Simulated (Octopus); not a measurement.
# HfO2 under changes of volume

One of the cells (11.152 Å³/atom); the others are scaled copies at fixed shape and fractional positions:

```
Hf O
1.0
     0.00000    2.55750    2.55750
     2.55750    0.00000    2.55750
     2.55750    2.55750    0.00000
Hf O
1 2
Direct
  0.00000 0.00000 0.00000
  0.75000 0.75000 0.75000
  0.25000 0.25000 0.25000
```

Measurements of this composition are mostly on another form, of space group No. 14.

| Quantity | Value |
| --- | --- |
| Program | Octopus 16.4 |
| Functional | PBEsol |
| Potentials or basis | pseudodojo_pbesol (PseudoDojo 0.4, PBEsol) |
| Grid spacing | 0.129 Å |
| k mesh | 9 × 9 × 9 |
| Occupations | fermi-dirac, width 0.05 eV |
| Spin | no spin polarisation |

| volume (Å³/atom) | energy over the lowest point (meV/atom) | gap on the mesh (eV) |
| --- | --- | --- |
| 10.483 | 0.00 | 3.92 |
| 10.706 | ? | ? |
| 10.929 | 8.85 | 3.81 |
| 11.152 | 23.54 | 3.75 |
| 11.375 | 43.51 | 3.70 |
| 11.598 | 69.95 | 3.64 |

What does the run at 10.706 Å³/atom give?

Energy over the lowest point 1.15 meV/atom; gap on the mesh 3.86 eV.

Worked out: A Birch-Murnaghan fit of order 3 (a polynomial in V^(-2/3)) to the other rows has its minimum at 10.56 Å³/atom with B0 = V·E''(V) = 238 GPa (rough, since the energies scatter). It gives 1.09 meV/atom at 10.706 Å³/atom, against the run's 1.15. A straight line through the other rows of the gap, of slope -2.76 eV per unit of ln V, gives 3.86 eV, against the run's 3.86.

Energies are extrapolated to zero smearing.

Caveats: spin-orbit coupling is left out, which moves the levels of the heavy elements; an odd mesh through Γ misses points on the zone boundary, where band edges often lie.
